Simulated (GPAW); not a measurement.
# PbS (Cmcm) in GPAW: notebook, part 2 of 2

GPAW 26.7.0. Earlier steps stand in the parts before.

### Step 3. Wannier90, vdW-DF-cx

Input file run.py:

```python
import json
import numpy as np
import subprocess
from ase.dft.bandgap import bandgap
from ase.io import read, write
from gpaw import GPAW, PW
from gpaw.wannier.wannier90 import Wannier90

atoms = read('PbS.xyz')

calc = GPAW(mode=PW(600),
            xc={'name': 'vdW-DF-cx', 'backend': 'libvdwxc'},
            kpts={'size': (7, 7, 6), 'gamma': True},
            occupations={'name': 'fermi-dirac', 'width': 0.05},
            nbands=33,
            convergence={'density': 1e-05, 'energy': 1e-05},
            maxiter=150,
            txt='gpaw.txt')
atoms.calc = calc
energy = atoms.get_potential_energy()
forces = atoms.get_forces()
calc.write('gs.gpw')
write('result.traj', atoms)
print(f'Energy: {energy:.6f} eV')
print('Forces (eV/A):')
print(forces.round(4))
print('Fermi level:', round(calc.get_fermi_level(), 4), 'eV')
print(f'Gap: {bandgap(calc)[0]:.4f} eV, direct: {bandgap(calc, direct=True)[0]:.4f} eV')

nwann = sum(2 * l + 1 for setup in calc.setups for n, l in zip(setup.n_j, setup.l_j) if n > 0)
nbands = nwann + 6
full = calc.fixed_density(kpts={'size': (5, 5, 5), 'gamma': True}, symmetry='off', nbands=nbands + 6,
                          convergence={'bands': nbands, 'eigenstates': 1e-7}, txt='full.txt')
frozen = min(0.5, full.eigenvalues()[0, :, nwann].min() - full.get_fermi_level() - 0.01)  # at most nwann bands inside
w90 = Wannier90(full, seed='w90', bands=range(nbands), spin=0)
w90.write_input(num_iter=500, dis_num_iter=500, dis_froz_max=frozen, search_shells=40)
subprocess.run(['wannier90.x', '-pp', 'w90'], check=True)
w90.write_projections()
w90.write_eigenvalues()
w90.write_overlaps()
subprocess.run(['wannier90.x', 'w90'], check=True)

words = open('w90_hr.dat').read().split('\n', 1)[1].split()
nr = int(words[1])
degeneracy = np.array(words[2:2 + nr], float)
hr = np.array(words[2 + nr:], float).reshape((nr, nwann, nwann, 7))
R, H = hr[:, 0, 0, :3], (hr[..., 5] + 1j * hr[..., 6]) / degeneracy[:, None, None]
path = atoms.cell.bandpath('GXSRAZGYX1A1TY,ZT', npoints=40, eps=1e-4)
interp = np.array([np.linalg.eigvalsh(np.einsum('r,rji->ij', np.exp(2j * np.pi * R @ k), H)) for k in path.kpts])
exact = calc.fixed_density(kpts=path, symmetry='off', nbands=nwann + 6, convergence={'bands': nwann, 'eigenstates': 1e-7},
                           txt='bands.txt').band_structure().energies[0, :, :nwann]
print(f'Frozen window up to {frozen:.3f} eV over the Fermi level')
window = exact < calc.get_fermi_level() + frozen
miss = abs(interp - exact)[window]
print(f'{nwann} functions; bands in the frozen window, Wannier less DFT: mean {miss.mean():.4f} eV, largest {miss.max():.4f} eV')
json.dump({'interp': interp.tolist(), 'exact': exact.tolist(), 'kpts': path.kpts.tolist(), 'miss': [miss.mean(), miss.max()],
           'onsite': H[abs(R).sum(1).argmin()].diagonal().real.tolist()}, open('wannier.json', 'w'))
```

Input file PbS.xyz:

```xyz
4
Lattice="2.0799526950 -5.9912968650 0.0000000000 2.0799526950 5.9912968650 0.0000000000 0.0000000000 0.0000000000 4.2793209400" Properties=species:S:1:pos:R:3 pbc="T T T"
Pb     2.0799526950      4.4268092859      1.0698302350
Pb     2.0799526950     -4.4268092859      3.2094907050
S      2.0799526950      1.7399074789      1.0698302350
S      2.0799526950     -1.7399074789      3.2094907050
```

Potentials or basis: GPAW PAW data sets (gpaw-data 1.2.1), pw.

The run is started by

```bash
$ OMP_NUM_THREADS=1 python run.py
```

gpaw.txt:

```text
__  _  _
 | _ |_)|_||  |
 |__||  | ||/\| - 26.7.0

Input parameters:
  mode=PW(ecut=600.0),
  convergence={'density': 1e-05, 'energy': 1e-05},
  kpts=MonkhorstPack(size=(7, 7, 6), gamma=True),
  maxiter=150,
  nbands=33,
  occupations=Occupations(name='fermi-dirac', width=0.05),
  xc=XC(name='vdW-DF-cx', backend='libvdwxc')

Diagonalizing LCAO Hamiltonian
Converting LCAO to pw mode

             Pb
         S S
       Pb

Atoms  # Å, Bohr magnetons
|   | symbol |        x |         y |        z |    initial magnetic moments |
|---|--------|----------|-----------|----------|-----------------------------|
| 0 |     Pb | 2.079953 |  4.426809 | 1.069830 | ( 0.0000,  0.0000,  0.0000) |
| 1 |     Pb | 2.079953 | -4.426809 | 3.209491 | ( 0.0000,  0.0000,  0.0000) |
| 2 |      S | 2.079953 |  1.739907 | 1.069830 | ( 0.0000,  0.0000,  0.0000) |
| 3 |      S | 2.079953 | -1.739907 | 3.209491 | ( 0.0000,  0.0000,  0.0000) |

Unit cell  # Å
| periodic |        x |         y |        z |  lengths |     angles |
[... 167 lines left out ...]
  Kinetic:          30.585645
  Coulomb:         -31.192170
  Zero:             -0.543022
  External:          0.000000
  Xc:              233.807167
  Entropy:          -0.000000
  Spinorbit:         0.000000
  ----------------------------
  Free energy:     232.657620
  Extrapolated:    232.657620

dipole moment: (0.000007, -0.000000, 0.000007)  # |e|*Ang

Fermi level: 5.826
Eigenvalues  # (at kpt = [0.000, 0.000, 0.000])
| band index |      eig [eV] | occ [0-2] |
|------------|---------------|-----------|
|          0 |       -11.224 |     2.000 |
|        ... |               |           |
|         12 |        -1.451 |     2.000 |
|         13 |        -0.502 |     2.000 |
|         14 |         1.025 |     2.000 |
|         15 |         2.299 |     2.000 |
|         16 |         2.856 |     2.000 |
|         17 |         3.589 |     2.000 |
[... 8 lines left out ...]
|         26 |        11.287 |     0.000 |
|         27 |        12.160 |     0.000 |
|        ... |               |           |
|         32 |        15.569 |     0.000 |

Gap: 1.173 eV
Transition (v -> c):
  (s=0, k=52, n=19, [0.43, -0.43, 0.33]) -> (s=0, k=84, n=20, [0.43, 0.43, 0.00])
Direct/indirect transitions are different
Direct gap: 1.380 eV
Transition at: (s=0, k=40, n=19, [0.29, 0.14, 0.00])

Forces  # eV/Ang
|       x |        y |        z |
|---------|----------|----------|
| 0.00000 |  0.11355 |  0.00004 |  # Pb   0
| 0.00000 | -0.11355 | -0.00004 |  # Pb   1
| 0.00000 | -0.09835 |  0.00001 |  # S    2
| 0.00000 |  0.09835 | -0.00001 |  # S    3

# Writing to gs.gpw (mode='')
```

stdout:

```text
<dir> UserWarning: The angles between your unit-cell vectors are 90.0, 90.0 and 141.7 degrees.  Results may be wrong!  Please Niggli-reduce your unit-cell so that the angles are closer to 90 degrees:

  from ase.build import niggli_reduce
  niggli_reduce(atoms)

  warnings.warn(
<dir> UserWarning: The angles between your unit-cell vectors are 90.0, 90.0 and 141.7 degrees.  Results may be wrong!  Please Niggli-reduce your unit-cell so that the angles are closer to 90 degrees:

  from ase.build import niggli_reduce
  niggli_reduce(atoms)

  warnings.warn(
Energy: 232.657620 eV
Forces (eV/A):
[[ 0.      0.1135  0.    ]
 [ 0.     -0.1135 -0.    ]
 [ 0.     -0.0984  0.    ]
 [ 0.      0.0984 -0.    ]]
Fermi level: 5.8261 eV
Gap: 1.1729 eV, direct: 1.3802 eV
Frozen window up to 0.500 eV over the Fermi level
26 functions; bands in the frozen window, Wannier less DFT: mean 0.0020 eV, largest 0.0339 eV
```

Run time: 13 min. Hardware: 1 thread of Arm Neoverse V2, shared host; peak memory 2.9 GiB.

Results:

* Free energy: 232.6576 eV
* Largest force: 0.114 eV/Å
* Band gap on the k mesh: 1.17 eV, indirect (least direct gap 1.38 eV)
* Band gap along the path: 1.09 eV, indirect (least direct gap 1.19 eV)
* Total Wannier spread: 29.34 Å² over 26 functions

Forces on the atoms (eV/Å):
```
Pb   0.000  0.114  0.000
Pb   0.000 -0.114  0.000
S    0.000 -0.098  0.000
S    0.000  0.098  0.000
```

Levels at the corners of the path, in eV from the valence-band top:
```csv
point,band 18,band 19,band 20,band 21,band 22,band 23
Γ,-1.69,-1.52,-0.52,4.58,4.61,4.79
X,-1.27,-0.70,-0.24,1.57,1.79,2.02
S,-1.22,-0.39,-0.38,1.71,1.79,2.15
R,-3.16,-1.48,-1.48,3.33,3.33,5.18
A,-2.81,-1.50,-1.50,3.14,3.14,5.61
Z,-1.16,-0.13,-0.13,1.75,1.75,2.70
Γ,-1.69,-1.52,-0.52,4.58,4.61,4.79
Y,-1.91,-1.35,-0.50,1.09,4.38,4.72
X1,-1.27,-0.70,-0.24,1.57,1.79,2.02
A1,-2.81,-1.50,-1.50,3.14,3.14,5.61
T,-1.26,-0.51,-0.51,1.66,1.66,3.12
Y,-1.91,-1.35,-0.50,1.09,4.38,4.72
Z,-1.16,-0.13,-0.13,1.75,1.75,2.70
T,-1.26,-0.51,-0.51,1.66,1.66,3.12
```

Wannier centres (Å) and spreads (Å²):
```tsv
function	x	y	z	spread
1	2.235	3.980	1.190	1.262
2	1.982	5.198	0.989	1.726
3	2.116	4.241	0.409	1.538
4	1.422	4.225	1.087	1.540
5	2.034	4.456	1.073	0.357
6	2.081	4.466	1.034	0.356
7	2.073	4.461	1.712	1.461
8	2.069	4.425	1.061	0.319
9	2.705	4.501	1.073	1.435
10	2.291	-3.967	3.109	1.299
11	1.979	-5.198	3.272	1.706
12	2.110	-4.263	3.875	1.534
13	1.421	-4.209	3.185	1.565
14	2.015	-4.445	3.206	0.377
15	2.081	-4.466	3.238	0.351
16	2.086	-4.444	2.565	1.463
17	2.067	-4.425	3.217	0.319
18	2.667	-4.535	3.221	1.381
19	2.320	1.928	0.681	1.167
20	2.108	1.172	1.062	1.164
21	2.277	1.913	1.488	1.168
22	1.611	1.880	1.049	1.180
23	1.837	-1.942	2.829	1.165
24	2.037	-1.174	3.193	1.164
25	1.899	-1.910	3.637	1.167
26	2.550	-1.866	3.181	1.183
```

Caveat: the PAW data sets were made with another functional, which shifts forces and pressure a little; spin-orbit coupling is left out, which as a rule narrows the gap of such compounds by several tenths of an eV; the mesh misses the band edges, which the band path finds closer together; the program warned that so skewed a cell can give wrong results.

### Step 4. Band structure, LDA

Input file run.py:

```python
from ase.dft.bandgap import bandgap
from ase.io import read, write
from ase.units import GPa
from gpaw import GPAW, PW

atoms = read('PbS.cif')

calc = GPAW(mode=PW(800),
            xc='LDA',
            kpts={'size': (4, 4, 4), 'gamma': True},
            occupations={'name': 'fermi-dirac', 'width': 0.05},
            setups='hgh',
            nbands=-13,
            convergence={'density': 1e-05, 'energy': 1e-05},
            maxiter=150,
            txt='gpaw.txt')
atoms.calc = calc
energy = atoms.get_potential_energy()
forces = atoms.get_forces()
stress = atoms.get_stress()
calc.write('gs.gpw')
write('result.traj', atoms)
print(f'Energy: {energy:.6f} eV')
print('Forces (eV/A):')
print(forces.round(4))
print('Stress (GPa):', (stress / GPa).round(3))
print('Fermi level:', round(calc.get_fermi_level(), 4), 'eV')
print(f'Gap: {bandgap(calc)[0]:.4f} eV, direct: {bandgap(calc, direct=True)[0]:.4f} eV')

path = atoms.cell.bandpath('GXSRAZGYX1A1TY,ZT', npoints=100, eps=1e-4)
bs_calc = calc.fixed_density(kpts=path, symmetry='off', nbands=-29,
                             convergence={'bands': 'CBM+6.0', 'eigenstates': 1e-6}, txt='bands.txt')
bs = bs_calc.band_structure()
bs.write('bs.json')
print(f'Gap on the path: {bandgap(bs_calc)[0]:.4f} eV')
```

Input file PbS.cif:

```cif
data_PbS
_cell_length_a 6.34206917
_cell_length_b 6.34206917
_cell_length_c 4.27932094
_cell_angle_alpha 90.00000000
_cell_angle_beta 90.00000000
_cell_angle_gamma 141.70984795
_space_group_name_H-M_alt 'P1'
_space_group_name_Hall 'P 1'
_space_group_IT_number 1
loop_
_space_group_symop_operation_xyz
'x,y,z'
loop_
_atom_site_label
_atom_site_type_symbol
_atom_site_symmetry_multiplicity
_atom_site_Wyckoff_symbol
_atom_site_fract_x
_atom_site_fract_y
_atom_site_fract_z
_atom_site_occupancy
Pb1 Pb 1 a 0.1305633500 0.8694366500 0.2500000000 1
Pb2 Pb 1 a 0.8694366500 0.1305633500 0.7500000000 1
S1 S 1 a 0.3547970900 0.6452029100 0.2500000000 1
S2 S 1 a 0.6452029100 0.3547970900 0.7500000000 1
```

Potentials or basis: HGH pseudopotentials, pw.

The run is started by

```bash
$ OMP_NUM_THREADS=1 python run.py
```

It took 4.2 min on 1 thread of Arm Neoverse V2, shared host; peak memory 0.77 GiB.

The run converged. Its results:

| Item | Value |
| --- | --- |
| Free energy | -758.4354 eV |
| Pressure | -4.8 GPa |
| Largest force | 0.318 eV/Å |
| Band gap on the k mesh | 1.14 eV, indirect (least direct gap 1.43 eV) |
| Band gap along the path | 0.94 eV, indirect (least direct gap 1.04 eV) |

Forces on the atoms (eV/Å):
```
Pb   0.300 -0.104  0.000
Pb  -0.300  0.104  0.000
S   -0.220  0.076  0.000
S    0.220 -0.076  0.000
```

Stress tensor (GPa, compression positive):
```
-4.73  0.05  0.00
 0.05 -4.61  0.00
 0.00  0.00 -4.98
```

Levels at the corners of the path, in eV from the valence-band top:
```
point  band 6  band 7  band 8  band 9  band 10  band 11  band 12  band 13  band 14  band 15
    Γ   -3.01   -2.44   -1.68   -1.48    -0.51     4.49     4.54     4.71     5.40     5.57
    X   -1.45   -1.45   -1.31   -0.78    -0.32     1.45     1.66     1.87     2.51     3.24
    S   -2.12   -1.44   -1.25   -0.47    -0.45     1.58     1.68     2.00     2.83     2.93
    R   -4.42   -3.20   -3.20   -1.51    -1.51     3.22     3.22     5.11     5.11     6.22
    A   -4.44   -2.85   -2.85   -1.54    -1.54     3.07     3.07     5.51     5.51     6.06
    Z   -2.86   -1.19   -1.19   -0.20    -0.20     1.62     1.62     2.57     2.57     4.85
    Γ   -3.01   -2.44   -1.68   -1.48    -0.51     4.49     4.54     4.71     5.40     5.57
    Y   -2.69   -2.08   -1.90   -1.30    -0.49     0.94     4.32     4.66     4.76     5.30
   X1   -1.45   -1.45   -1.31   -0.78    -0.32     1.45     1.66     1.87     2.51     3.24
   A1   -4.44   -2.85   -2.85   -1.54    -1.54     3.07     3.07     5.51     5.51     6.06
    T   -1.32   -1.29   -1.29   -0.58    -0.58     1.53     1.53     2.97     2.97     3.29
    Y   -2.69   -2.08   -1.90   -1.30    -0.49     0.94     4.32     4.66     4.76     5.30
    Z   -2.86   -1.19   -1.19   -0.20    -0.20     1.62     1.62     2.57     2.57     4.85
    T   -1.32   -1.29   -1.29   -0.58    -0.58     1.53     1.53     2.97     2.97     3.29
```

Caveat: the k mesh is coarse; spin-orbit coupling is left out, which as a rule narrows the gap of such compounds by several tenths of an eV; the mesh misses the band edges, which the band path finds closer together; HGH potentials are hard and often keep d shells in the core, so these values are rough; the program warned that so skewed a cell can give wrong results.

### Step 5. For comparison

An earlier run on the cell as given: functional PBE; potentials or basis GPAW PAW data sets (gpaw-data 1.2.1); cutoff 600 eV; basis pw; k mesh 7 × 7 × 6; occupations fermi-dirac, width 0.05 eV; no spin polarisation.

- Pressure: 0.8 GPa
- Largest force: 0.069 eV/Å
- Band gap on the k mesh: 1.22 eV, indirect (least direct gap 1.40 eV)
